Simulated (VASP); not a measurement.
# KF (Pm-3m) in VASP: single point with LDA

Aim: the single point of KF with LDA.

All numbers are computed with VASP 6.6.1; they aren't measurements. Logs are shortened: lines on timing, memory, paths and dates and some standing lists are left out, and cuts for length are marked.

## (1) The structure

It takes space group Pm-3m (No. 221, cubic). The conventional cell has a = 3.099 Å, b = 3.099 Å, c = 3.099 Å, α = 90.00°, β = 90.00°, γ = 90.00°. Around K (site symmetry m-3m) lie 8 F at 2.68 Å. F (site symmetry m-3m) is surrounded by 8 K at 2.68 Å.

The cell comes from a database or a generator and needn't be the stable form of this composition.

## (2) Single point, LDA

INCAR reads:

```
SYSTEM = KF
  ALGO = Normal
  EDIFF = 1E-6
  ENCUT = 520
  GGA = CA
  ISIF = 2
  ISMEAR = 0
  LASPH = .True.
  LCHARG = .False.
  LREAL = .False.
  LWAVE = .False.
  NBANDS = 15
  NELM = 100
  PREC = Accurate
  SIGMA = 0.01
```

KPOINTS reads:

```
k-points
0
Gamma
  8 8 8
  0 0 0
```

POSCAR reads:

```
KF
1.0
    3.0986463401      0.0000000000      0.0000000000
    0.0000000000      3.0986463401      0.0000000000
    0.0000000000      0.0000000000      3.0986463401
K F
1 1
Direct
    0.0000000000      0.0000000000      0.0000000000
    0.5000000000      0.5000000000      0.5000000000
```

Potentials or basis: VASP PAW LDA potentials, release 64 (K_sv, F).

Run with:

```bash
cat potpaw_LDA.64/K_sv/POTCAR potpaw_LDA.64/F/POTCAR > POTCAR
mpirun -np 1 vasp_std > vasp.out
```

OUTCAR:

```text
SYSTEM = KF
   EDIFF = 1E-6
   ENCUT = 520
   GGA = CA
   ISIF = 2
   ISMEAR = 0
   LASPH = .True.
   LREAL = .False.
   NELM = 100
   PREC = Accurate

 ion  position               nearest neighbor table
   1  0.000  0.000  0.000-   2 2.68   2 2.68   2 2.68   2 2.68   2 2.68   2 2.68   2 2.68   2 2.68

   2  0.500  0.500  0.500-   1 2.68   1 2.68   1 2.68   1 2.68   1 2.68   1 2.68   1 2.68   1 2.68

  LATTYP: Found a simple cubic cell.
 ALAT       =     3.0986463401

  Lattice vectors:

 A1 = (   3.0986463401,   0.0000000000,   0.0000000000)
 A2 = (   0.0000000000,   3.0986463401,   0.0000000000)
 A3 = (   0.0000000000,   0.0000000000,   3.0986463401)

Analysis of symmetry for initial positions (statically):
=====================================================================
 Subroutine PRICEL returns:
 Original cell was already a primitive cell.

 Routine SETGRP: Setting up the symmetry group for a
 simple cubic supercell.

 Subroutine GETGRP returns: Found 48 space group operations
 (whereof 48 operations were pure point group operations)
 out of a pool of 48 trial point group operations.

The static configuration has the point symmetry O_h .

Analysis of symmetry for dynamics (positions and initial velocities):
=====================================================================
 Subroutine PRICEL returns:
 Original cell was already a primitive cell.

 Routine SETGRP: Setting up the symmetry group for a
 simple cubic supercell.

 Subroutine GETGRP returns: Found 48 space group operations
 (whereof 48 operations were pure point group operations)
 out of a pool of 48 trial point group operations.

The dynamic configuration has the point symmetry O_h .

 Subroutine INISYM returns: Found 48 space group operations
 (whereof 48 operations are pure point group operations),
 and found     1 'primitive' translations

----------------------------------------------------------------------------------------

                                     Primitive cell

  volume of cell :      29.7520

  direct lattice vectors                    reciprocal lattice vectors
     3.098646340  0.000000000  0.000000000     0.322721566  0.000000000  0.000000000
     0.000000000  3.098646340  0.000000000     0.000000000  0.322721566  0.000000000
     0.000000000  0.000000000  3.098646340     0.000000000  0.000000000  0.322721566

  length of vectors
     3.098646340  3.098646340  3.098646340     0.322721566  0.322721566  0.322721566

  position of ions in fractional coordinates (direct lattice)
     0.000000000  0.000000000  0.000000000
     0.500000000  0.500000000  0.500000000

  ion indices of the primitive-cell ions
   primitive index   ion index
                 1           1
                 2           2

----------------------------------------------------------------------------------------

 KPOINTS: k-points

Automatic generation of k-mesh.
 Grid dimensions read from file:
 generate k-points for:    8    8    8

 Generating k-lattice:

  Cartesian coordinates                     Fractional coordinates (reciprocal lattice)
     0.040340196  0.000000000  0.000000000     0.125000000  0.000000000  0.000000000
     0.000000000  0.040340196  0.000000000     0.000000000  0.125000000  0.000000000
     0.000000000  0.000000000  0.040340196     0.000000000  0.000000000  0.125000000

  Length of vectors
     0.040340196  0.040340196  0.040340196

  Shift w.r.t. Gamma in fractional coordinates (k-lattice)
     0.000000000  0.000000000  0.000000000

 Subroutine IBZKPT returns following result:
 ===========================================

 Found     35 irreducible k-points:

 Following reciprocal coordinates:
            Coordinates               Weight
  0.000000  0.000000  0.000000      1.000000
  0.125000  0.000000  0.000000      6.000000
  0.250000  0.000000  0.000000      6.000000
  0.375000  0.000000  0.000000      6.000000
  0.500000  0.000000  0.000000      3.000000
  0.125000  0.125000  0.000000     12.000000
[... 16 lines left out ...]
  0.375000  0.375000  0.125000     24.000000
  0.500000  0.375000  0.125000     24.000000
 [... further k-points ...]
   k-points           NKPTS =     35   k-points in BZ     NKDIM =     35   number of bands    NBANDS=     15
   number of dos      NEDOS =    301   number of ions     NIONS =      2
   total plane-waves  NPLWV =  13824
   dimension x,y,z NGX =    24 NGY =   24 NGZ =   24
   dimension x,y,z NGXF=    48 NGYF=   48 NGZF=   48
   ions per type =               1   1
   NGX,Y,Z   is equivalent  to a cutoff of  12.88, 12.88, 12.88 a.u.
   NGXF,Y,Z  is equivalent  to a cutoff of  25.75, 25.75, 25.75 a.u.
 SYSTEM =  KF
   PREC   = accura    normal or accurate (medium, high low for compatibility)
   ISTART =      0    job   : 0-new  1-cont  2-samecut
   ICHARG =      2    charge: 1-file 2-atom 10-const
   ISPIN  =      1    spin polarized calculation?
   LNONCOLLINEAR =      F non collinear calculations
   LSORBIT =      F    spin-orbit coupling
   LASPH  =      T    aspherical Exc in radial PAW
   ENCUT  =  520.0 eV  38.22 Ry    6.18 a.u.   5.76  5.76  5.76*2*pi/ulx,y,z
   NELM   =    100;   NELMIN=  2; NELMDL= -5     # of ELM steps
   EDIFF  = 0.1E-05   stopping-criterion for ELM
   LREAL  =      F    real-space projection
   EDIFFG = 0.1E-04   stopping-criterion for IOM
   NSW    =      0    number of steps for IOM
   IBRION =     -1    ionic relax: 0-MD 1-quasi-New 2-CG
   NFREE  =      0    steps in history (QN), initial steepest desc. (CG)
   ISIF   =      2    stress and relaxation
   ISYM   =      2    0-nonsym 1-usesym 2-fastsym
   POTIM  = 0.5000    time-step for ionic-motion
   TEBEG  =    0.0;   TEEND  =   0.0 temperature during run
   PSTRESS=    0.0 pullay stress
   NELECT =      16.0000    total number of electrons
   NUPDOWN=      -1.0000    fix difference up-down
   EMIN   =  10.00;   EMAX   =-10.00  energy-range for DOS
   EFERMI =   0.00;   METHOD = LEGACY
   ISMEAR =     0;   SIGMA  =   0.01  broadening in eV -4-tet -1-fermi 0-gaus
   EFERMI_NEDOS =   21; number of points for ismear=-14 and -15
   IALGO  =     38    algorithm
   IMIX   =      4    mixing-type and parameters
     AMIX     =   0.40;   BMIX     =  1.00
     AMIX_MAG =   1.60;   BMIX_MAG =  1.00
  volume/ion in A,a.u.               =      14.88       100.39
  Fermi-wavevector in a.u.,A,eV,Ry     =   1.331301  2.515793 24.114441  1.772361
  Thomas-Fermi vector in A             =   2.460322
   LORBIT       =      0    0 simple, 1 ext, 2 COOP (PROOUT), +10 PAW based schemes
   GGA     = CA    functional components
   LHFCALC =     F    Hartree Fock is set to
   AEXX    =    0.0000 exact exchange contribution
   IVDW    =     0    specifies the selected vdW correction
   LEPSILON=     F    determine dielectric tensor
   LRPA    =     F    only Hartree local field effects (RPA)
 non-spin polarized calculation
 Gauss-broadening in eV      SIGMA  =   0.01
  energy-cutoff  :      520.00
  volume of cell :       29.75
 maximum number of plane-waves:       840
 NGX is ok and might be reduce to    24
   NGX = 11   NGY = 11   NGZ = 11

 number of electron      16.0000009 magnetization

 Free energy of the ion-electron system (eV)
  ---------------------------------------------------
  ext. energy  EPLUGINS =         0.00000000
  ---------------------------------------------------
  free energy    TOTEN  =        -8.96823274 eV

  energy without entropy =       -8.96823274  energy(sigma->0) =       -8.96823274

 E-fermi :  -1.7893     XC(G=0): -10.4853

 val. band max:       -1.9332105055   @ k =   0.5000   0.5000   0.0000
 cond. band min:       5.1400992049   @ k =   0.0000   0.0000   0.0000
 fundamental gap:      7.0733097104
 Fermi energy:        -1.7893114015

 k-point     1 :       0.0000    0.0000    0.0000
  band No.  band energies     occupation
      1     -28.1630      2.00000
      2     -20.5295      2.00000
      3     -11.1729      2.00000
      4     -11.1729      2.00000
      5     -11.1729      2.00000
      6      -1.9421      2.00000
      7      -1.9421      2.00000
      8      -1.9421      2.00000
      9       5.1401      0.00000
     10       6.2818      0.00000
     11       6.2818      0.00000
     12      12.8719      0.00000
     13      12.8719      0.00000
     14      12.8719      0.00000
     15      20.8967      0.00000

 k-point     2 :       0.1250    0.0000    0.0000
  band No.  band energies     occupation
      1     -28.1284      2.00000
      2     -20.5449      2.00000
      3     -11.3271      2.00000
      4     -11.1453      2.00000
      5     -11.1453      2.00000
      6      -2.2052      2.00000
      7      -1.9718      2.00000
      8      -1.9718      2.00000
      9       5.6118      0.00000
     10       6.4236      0.00000
     11       6.7489      0.00000
     12      12.5630      0.00000
     13      12.5630      0.00000
     14      12.9321      0.00000
     15      19.5874      0.00000

 k-point     3 :       0.2500    0.0000    0.0000
  band No.  band energies     occupation
      1     -28.0431      2.00000
      2     -20.5874      2.00000
      3     -11.6740      2.00000
      4     -11.0777      2.00000
      5     -11.0777      2.00000
      6      -2.7674      2.00000
      7      -2.0463      2.00000
      8      -2.0463      2.00000
      9       6.6895      0.00000
     10       6.8038      0.00000
     11       8.0049      0.00000
     12      11.9382      0.00000
     13      11.9382      0.00000
     14      13.0824      0.00000
     15      17.6051      0.00000
[... 343 lines left out ...]
 k-point    23 :       0.3750    0.3750    0.1250
  band No.  band energies     occupation
      1     -27.7631      2.00000
      2     -20.4747      2.00000
      3     -12.1681      2.00000
      4     -12.0814      2.00000
      5     -11.0856      2.00000
      6      -2.7681      2.00000
      7      -2.5909      2.00000
      8      -2.1556      2.00000
      9       7.5828      0.00000
     10       8.0647      0.00000
     11      10.3776      0.00000
     12      10.4897      0.00000
     13      11.6747      0.00000
     14      12.5194      0.00000
     15      16.8337      0.00000

 k-point    24 :       0.5000    0.3750    0.1250
  band No.  band energies     occupation
      1     -27.7340      2.00000
      2     -20.4509      2.00000
      3     -12.2973      2.00000
      4     -12.1469      2.00000
      5     -11.0608      2.00000
      6      -2.7491      2.00000
      7      -2.6364      2.00000
      8      -2.1446      2.00000
      9       7.3638      0.00000
     10       8.0262      0.00000
     11      10.1887      0.00000
     12      10.4133      0.00000
     13      12.1346      0.00000
     14      13.7761      0.00000
     15      15.8747      0.00000

 [... further k-points ...]

------------------------ aborting loop because EDIFF is reached ----------------------------------------

  FORCE on cell =-STRESS in cart. coord.  units (eV):
  Direction    XX          YY          ZZ          XY          YZ          ZX
  --------------------------------------------------------------------------------------
  -------------------------------------------------------------------------------------
  Total       -0.0818139     -0.0818139     -0.0818139      0.0000000      0.0000000      0.0000000
  in kB       -4.4057692     -4.4057692     -4.4057692      0.0000000      0.0000000      0.0000000
  external PRESSURE =      -4.4057692 kB  Pullay stress =       0.0000000 kB

 VOLUME and BASIS-vectors are now :
 -----------------------------------------------------------------------------
  energy-cutoff  :      520.00
  volume of cell :       29.75
      direct lattice vectors                 reciprocal lattice vectors
     3.098646340  0.000000000  0.000000000     0.322721566  0.000000000  0.000000000
     0.000000000  3.098646340  0.000000000     0.000000000  0.322721566  0.000000000
     0.000000000  0.000000000  3.098646340     0.000000000  0.000000000  0.322721566

 POSITION                                       TOTAL-FORCE (eV/Angst)
 -----------------------------------------------------------------------------------
      0.00000      0.00000      0.00000         0.000000      0.000000      0.000000
      1.54932      1.54932      1.54932         0.000000      0.000000      0.000000
 -----------------------------------------------------------------------------------
    total drift:                                0.000000      0.000000     -0.000000

  FREE ENERGIE OF THE ION-ELECTRON SYSTEM (eV)
  ---------------------------------------------------
  free  energy   TOTEN  =        -8.9682327402 eV

  energy  without entropy=       -8.9682327402  energy(sigma->0) =       -8.96823274
```

It took 4.6 s on 1 thread of Intel Xeon 6975P-C (Granite Rapids), shared host; peak memory 0.13 GiB.

What came out:

| Property | Result |
| --- | --- |
| Free energy | -8.9682 eV |
| Pressure | -0.4 GPa |
| Band gap on the k mesh | 7.07 eV, indirect (least direct gap 7.08 eV) |
